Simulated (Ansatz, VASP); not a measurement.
## Pb: VASP beside Ansatz

```
Pb
1.0
     6.18593    0.09089   -0.51799
    -1.91887    4.55538   -0.17310
     2.29228    1.13119    4.27353
Pb
4
Direct
  0.19105 0.61324 0.88472
  0.69119 0.36295 0.63423
  0.69107 0.86277 0.13423
  0.19129 0.11284 0.38465
```

Alike in both runs: functional PBE; k mesh 4 × 4 × 4; occupations gaussian, width 0.1 eV; no spin polarisation.

Ansatz relaxed the structure, and its values are those at the end. VASP's run is a single point on that final structure, the one shown.

|  | VASP | Ansatz |
| --- | --- | --- |
| version | VASP 6.6.1 | Ansatz 0.2.0 |
| potentials or method | VASP PAW PBE potentials, release 64 (Pb_d) | scalar-relativistic, plane waves, PAW |
| plane-wave cutoff (eV) | 520 | 420 |
| valence electrons in the cell | 56 | 56 |

|  | VASP | Ansatz | Ansatz less VASP |
| --- | --- | --- | --- |
| gap on the k mesh at the Fermi level (eV) | none | none | - |
| pressure (GPa) | 0.0 | 0.0 | +0.06 |

A gap of «none» marks a metal or a gap that the smearing closes. With one functional, cell and mesh, what is left measures potentials, basis and numerics.

Spin-orbit coupling is left out, which matters for the levels of Pb.
